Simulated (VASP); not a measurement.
**VASP 6.6.1 run: K2S**

INCAR

```
ISIF = 2
IBRION = -1
NBANDS = 19
EDIFF = 1E-7
PREC = Accurate
GGA = PE
ALGO = Normal
LCHARG = .FALSE.
LWAVE = .FALSE.
ISMEAR = -1
NELM = 120
ENCUT = 520
LREAL = .FALSE.
LASPH = .TRUE.
NSW = 0
SIGMA = 0.02
```

KPOINTS

```
KPOINTS created by Atomic Simulation Environment
0
Gamma
6 6 6
0 0 0
```

POSCAR

```
K  S
 1.0000000000000000
    -0.0298068855000000    3.7027186978000000    3.7027186978000000
     3.7027186978000000   -0.0298068855000000    3.7027186978000000
     3.6729118123000002    3.6729118123000002    0.0000000000000000
 K   S
   2   1
Cartesian
  1.8364559061499999  1.8364559061499999  1.8622981485773968
  5.5093677184500001  5.5093677184500001  5.5431392470226024
  0.0000000000000000 -0.0000000000000000 -0.0000000000000000
```

The recommended PBE PAW datasets give the neutral cell 24 valence electrons.

Command

```
mpirun -np 1 vasp_std
```

Task: How does this run end, and what does it give?

Result: It converged. Results: gap between bands v and c on the k mesh 2.37 eV; least direct gap on the k mesh 2.56 eV; pressure 0.5 GPa. Band v is the last that the valence electrons fill when counted band by band, and c is the next.

OSZICAR

```
N       E                     dE             d eps       ncg     rms          rms(c)
DAV:   1     0.156462296147E+03    0.15646E+03   -0.10842E+04  1748   0.108E+03
DAV:   2     0.153226088850E+01   -0.15493E+03   -0.14958E+03  1954   0.304E+02
DAV:   3    -0.105682209826E+02   -0.12100E+02   -0.12060E+02  3119   0.659E+01
DAV:   4    -0.108474734975E+02   -0.27925E+00   -0.27910E+00  2552   0.962E+00
DAV:   5    -0.108599207193E+02   -0.12447E-01   -0.12447E-01  2803   0.131E+00    0.527E+00
DAV:   6    -0.948093377019E+01    0.13790E+01   -0.37007E+00  2393   0.735E+00    0.477E+00
DAV:   7    -0.939821154395E+01    0.82722E-01   -0.98435E-01  2306   0.318E+00    0.350E+00
DAV:   8    -0.942810105990E+01   -0.29890E-01   -0.29017E-01  1963   0.206E+00    0.109E+00
DAV:   9    -0.941020478830E+01    0.17896E-01   -0.10002E-01  1995   0.908E-01    0.560E-01
DAV:  10    -0.941639852570E+01   -0.61937E-02   -0.11944E-02  1964   0.409E-01    0.169E-01
DAV:  11    -0.941576350243E+01    0.63502E-03   -0.62201E-03  2042   0.244E-01    0.111E-01
DAV:  12    -0.941604617854E+01   -0.28268E-03   -0.21704E-03  2009   0.135E-01    0.117E-01
DAV:  13    -0.941604501290E+01    0.11656E-05   -0.83694E-04  1992   0.916E-02    0.197E-02
DAV:  14    -0.941604780377E+01   -0.27909E-05   -0.28973E-05  2200   0.250E-02    0.126E-02
DAV:  15    -0.941604806673E+01   -0.26296E-06   -0.49139E-06  1936   0.719E-03    0.430E-03
DAV:  16    -0.941604826809E+01   -0.20136E-06   -0.36304E-07  2145   0.244E-03    0.171E-03
DAV:  17    -0.941604832792E+01   -0.59832E-07   -0.47058E-07  1632   0.239E-03
   1 F= -.94160483E+01 E0= -.94160483E+01  d E =-.228079E-10
```

For comparison, a separate PBE run of the intended cell, on usual settings and not on those above, gives a gap of 2.37 eV on its mesh and a pressure of 0.5 GPa.
